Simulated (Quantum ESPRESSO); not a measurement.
The system is FeO (Wuestite).

```xyz
2
Lattice="0.0000 2.1554 2.1554 2.1554 0.0000 2.1554 2.1554 2.1554 0.0000" Properties=species:S:1:pos:R:3 pbc="T T T"
Fe    0.0000    0.0000    0.0000
O     2.1554    2.1554    2.1554
```

* Program: Quantum ESPRESSO 7.5
* Task: relaxation of cell and atoms
* Functional: PBEsol
* Dispersion: rVV10
* Potentials or basis: GBRV 1.5 PBEsol
* Cutoff: 762 eV
* Density cutoff: 6095 eV
* k mesh: 11 × 11 × 11
* Occupations: fermi-dirac, width 0.05 eV
* Spin: collinear spin, ferromagnetic start
* Starting moments: [3.0, 0.0] μB

At the start: pressure -12.8 GPa; volume 10.01 Å³/atom.

**Question.** How do energy, volume and symmetry change on relaxing?

**Answer.** Over 4 steps the energy falls by 26.7 meV/atom and the volume is 9.37 Å³/atom (-6.4 %); space group Fm-3m (No. 225, to 0.05 Å); moment 4.00 μB per cell.

Step by step:
| step | energy change (eV) | largest force (eV/Å) | pressure (GPa) | volume (Å³) |
| --- | --- | --- | --- | --- |
| 1 | 0.0000 | 0.0000 | -12.81 | 20.03 |
| 2 | -0.0239 | 0.0000 | -9.87 | 19.69 |
| 3 | -0.0532 | 0.0000 | 1.02 | 18.66 |
| 4 | -0.0535 | 0.0000 | -0.06 | 18.75 |

Final structure:
```cif
data_structure
_symmetry_space_group_name_H-M 'P 1'
_symmetry_Int_Tables_number 1
_cell_length_a 2.9818
_cell_length_b 2.9818
_cell_length_c 2.9818
_cell_angle_alpha 60.000
_cell_angle_beta 60.000
_cell_angle_gamma 60.000
_cell_volume 18.75
loop_
_atom_site_label
_atom_site_type_symbol
_atom_site_fract_x
_atom_site_fract_y
_atom_site_fract_z
_atom_site_occupancy
Fe1 Fe 0.00000 0.00000 0.00000 1
O1 O 0.50000 0.50000 0.50000 1
```

Caveat: rVV10's parameter b was fitted to another functional; a cell with one magnetic atom can't hold antiferromagnetic order, which such compounds often take.
